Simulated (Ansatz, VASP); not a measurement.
# Ta in VASP and in Ansatz

Contents of POSCAR:

```
Ta
1.0
    0.0000000000      2.1039180115      2.1039180115
    2.1039180115      0.0000000000      2.1039180115
    2.1039180115      2.1039180115      0.0000000000
Ta
1
Direct
    0.0000000000      0.0000000000      0.0000000000
```

The input INCAR.step1:

```
SYSTEM = Ta
PREC     = Accurate       ! precision mode
ENCUT    = 520            ! plane-wave cutoff, eV
ISMEAR   = 0              ! smearing method
SIGMA    = 0.05           ! smearing width, eV
LREAL    = .False.        ! projectors in reciprocal space
LASPH    = .True.         ! aspherical terms in the spheres
NELM     = 100            ! most SCF steps
NBANDS   = 12             ! bands
GGA      = PE             ! functional
ALGO     = Normal         ! electronic algorithm
EDIFF    = 1E-4           ! SCF threshold, eV
LWAVE    = .True.         ! write WAVECAR
LCHARG   = .False.        ! write CHGCAR
```

File INCAR.step2:

```
SYSTEM = Ta
PREC     = Accurate       ! precision mode
ENCUT    = 520            ! plane-wave cutoff, eV
EDIFF    = 1E-7           ! SCF threshold, eV
ISMEAR   = 0              ! smearing method
SIGMA    = 0.05           ! smearing width, eV
LREAL    = .False.        ! projectors in reciprocal space
LASPH    = .True.         ! aspherical terms in the spheres
NELM     = 100            ! most SCF steps
ALGO     = Normal         ! electronic algorithm
ISIF     = 2              ! what is computed and relaxed
LWAVE    = .False.        ! write WAVECAR
LCHARG   = .False.        ! write CHGCAR
METAGGA  = R2SCAN         ! meta-GGA
LMIXTAU  = .True.       
NBANDS   = 12             ! bands
ISTART   = 1
```

File KPOINTS:

```
regular mesh
0
Gamma
  18 18 18
  0 0 0
```

Input for Ansatz:

```yaml
crystal:
  lattice:
    - [0.0, 2.1039180115, 2.1039180115]
    - [2.1039180115, 0.0, 2.1039180115]
    - [2.1039180115, 2.1039180115, 0.0]
  atoms:
    - { symbol: Ta, position: [0.0, 0.0, 0.0] }
basis:
  ecutwfc: 500
  ecutrho_ratio: 4
kpoints:
  mp_grid: { grid: [18, 18, 18] }
hamiltonian:
  xc: r2scan
scf:
  occupations: { method: gaussian, width: 0.05 }
output:
  forces: true
  stress: true
  eigenvalues: true
```

Alike in both runs: task single point; functional r2SCAN; k mesh 18 × 18 × 18; occupations gaussian, width 0.05 eV; no spin polarisation.

```csv
,VASP,Ansatz
version,VASP 6.6.1,Ansatz 0.2.0
potentials or method,"VASP PAW PBE potentials, release 64 (Ta_pv)","scalar-relativistic, plane waves, PAW"
plane-wave cutoff (eV),520,500
valence electrons in the cell,11,13
```

Ansatz gave:

```
pressure (GPa) : 0.0
```

Question: What did VASP give for the same quantities?

Answer: Pressure (GPa): 0.5.

The two sets of potentials don't hold the same shells in valence.

Caveats: the PAW data sets were made with another functional, which shifts forces and pressure a little (VASP). The runs have no spin-orbit coupling, so splittings on Ta are missing.
